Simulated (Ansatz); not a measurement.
# C: a slab and its surfaces, (100), 6 layers

What do the surfaces of C (100), 6 layers cost, and how tightly do they hold an electron? The runs shown use PAW. Its runs: bulk cell relaxed (PAW); bulk in the slab's orientation (PAW); the reference run (PAW); atoms relaxed (PAW); vacuum of 11 Å (PAW); core holes in 1s of C (PAW).

Method: DFT, r2SCAN, PAW with Ansatz's default frozen-core files, scalar-relativistic, in Ansatz 0.2.0.

## 1. The structure to begin with

It takes space group Fd-3m (No. 227, cubic). The conventional cell has a = 3.573 Å, b = 3.573 Å, c = 3.573 Å, α = 90.00°, β = 90.00°, γ = 90.00°. C (site symmetry -43m) is surrounded by 4 C at 1.55 Å.

Coordinates:

```xyz
2
Lattice="0.0000 1.7863 1.7863 1.7863 0.0000 1.7863 1.7863 1.7863 0.0000" Properties=species:S:1:pos:R:3 pbc="T T T"
C    -0.4466   -0.4466   -0.4466
C     0.4466    0.4466    0.4466
```

Atoms are numbered in the order of the input: C1, C2.

## 2. Bulk cell relaxed, PAW

The input, input.yaml:

```yaml
crystal:
  lattice:
    - [0.0, 1.7863159877, 1.7863159877]
    - [1.7863159877, 0.0, 1.7863159877]
    - [1.7863159877, 1.7863159877, 0.0]
  atoms:
    - { symbol: C, position: [-0.125, -0.125, -0.125] }
    - { symbol: C, position: [0.125, 0.125, 0.125] }
kpoints:
  mp_grid: { grid: [16, 16, 16] }
scf:
  occupations: { method: fermi_dirac, width: 0.02 }
hamiltonian:
  xc: r2scan
  pseudopotentials: { kind: paw }
output:
  forces: true
  stress: true
  write_density: true
  write_potential: true
  elf: true
  volumetric_format: npy
relax:
  f_tol: 0.005
  max_steps: 40
  cell: {}
```

Started as:

```sh
ansatz run input.yaml --threads 2 --pin off --max-ram 4096MiB --backend cpu --events-out ev --progress --plain --runs-dir out
```

After this run come: Bulk in the slab's orientation, PAW; Slab as cut, PAW; Atoms relaxed, PAW; Vacuum of 11 Å, PAW; Core holes in 1s of C, PAW.

Before running it: what results should come out? Wanted: surface energy; work function; outer layer spacing.

**Answer**, as computed:

```
                     quantity          value
surface energy (PAW, relaxed)      8.92 J/m²
 work function (PAW, relaxed)        7.42 eV
    outer layer spacing (PAW)  0.89 → 0.78 Å
```

What this shows: By PAW the surface costs 9.26 J/m² as cut and 8.92 J/m² relaxed. The outermost spacing changes by -12.7 % (PAW). Vacuum of 11 Å moves the work function by less than 0.01 eV (PAW). Thickness wasn't converged, and no reconstruction was sought. The program warned that the vacuum holds more density than its bound, so energies and levels may be slightly off.
